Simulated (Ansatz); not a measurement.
# SrTiO3: the cost of one run

Computed with Ansatz 0.2.0 (DFT PBEsol, scalar-relativistic, plane waves, PAW, unless a step's input says otherwise).

1 further run of the same task is left out (set aside as unsound or not needed).

## Step 1: Starting point

Symmetry: Pm-3m, No. 221, cubic system. The conventional cell has a = 3.891 Å, b = 3.891 Å, c = 3.891 Å, α = 90.00°, β = 90.00°, γ = 90.00°. Around Sr (site symmetry m-3m) lie 12 O at 2.75 Å. Ti (site symmetry m-3m) has 6 O at 1.95 Å as nearest neighbours. O (site symmetry 4/mmm) has 2 Ti at 1.95 Å and 4 Sr at 2.75 Å as nearest neighbours.

As a file:

```cif
data_structure
_symmetry_space_group_name_H-M 'P 1'
_symmetry_Int_Tables_number 1
_cell_length_a 3.8911
_cell_length_b 3.8911
_cell_length_c 3.8911
_cell_angle_alpha 90.000
_cell_angle_beta 90.000
_cell_angle_gamma 90.000
_cell_volume 58.91
loop_
_atom_site_label
_atom_site_type_symbol
_atom_site_fract_x
_atom_site_fract_y
_atom_site_fract_z
_atom_site_occupancy
Sr1 Sr 0.00000 0.00000 0.00000 1
Ti1 Ti 0.50000 0.50000 0.50000 1
O1 O 0.00000 0.50000 0.50000 1
O2 O 0.50000 0.00000 0.50000 1
O3 O 0.50000 0.50000 0.00000 1
```

It is the result of an earlier relaxation at this level (volume 11.78 Å³/atom; gap on the mesh: 1.85 eV).

## Step 2: The reference cell

Reference values: F = -7657.2430 eV; pressure 0.00 GPa; largest force 0.000 eV/Å; gap on the mesh 1.85 eV. It was computed beforehand with the settings of the runs below.

## Step 3: The scan: rattled cells

All atoms are moved at random with no net shift, in some cells together with a random strain.

## Step 4: rms move = 0.286 Å

input.yaml reads:

```yaml
crystal:
  lattice:
    - [4.080364893, -0.0707199493, 0.019739821]
    - [-0.0707199493, 4.1339194518, -0.0179606895]
    - [0.019739821, -0.0179606895, 3.7769784275]
  atoms:
    - { symbol: Sr, position: [-0.0318681655, -0.0312566315, -0.0315847336] }
    - { symbol: Ti, position: [0.550980702, 0.4808160575, 0.4584661676] }
    - { symbol: O, position: [0.0139074928, 0.4992895046, 0.5362635245] }
    - { symbol: O, position: [0.4604125754, 0.1095355101, 0.5082628896] }
    - { symbol: O, position: [0.5065673953, 0.4416155592, 0.0285921519] }
basis:
  ecutwfc: 420
kpoints:
  mp_grid: { grid: [8, 8, 8] }
hamiltonian:
  xc: pbesol
scf:
  occupations: { method: gaussian, width: 0.05 }
output:
  forces: true
  stress: true
  eigenvalues: true
  write_density: true
  write_potential: true
  elf: true
  volumetric_format: npy
```

Command:

```console
> ansatz run input.yaml --threads 1 --pin off --max-ram 2560MiB --backend cpu --events-out ev --progress --plain --runs-dir out
```

**Question.** How long does this run take on 1 thread of Arm Neoverse V1, shared host, and how much memory does it need?

About 64 s, with a peak of 0.61 GiB.
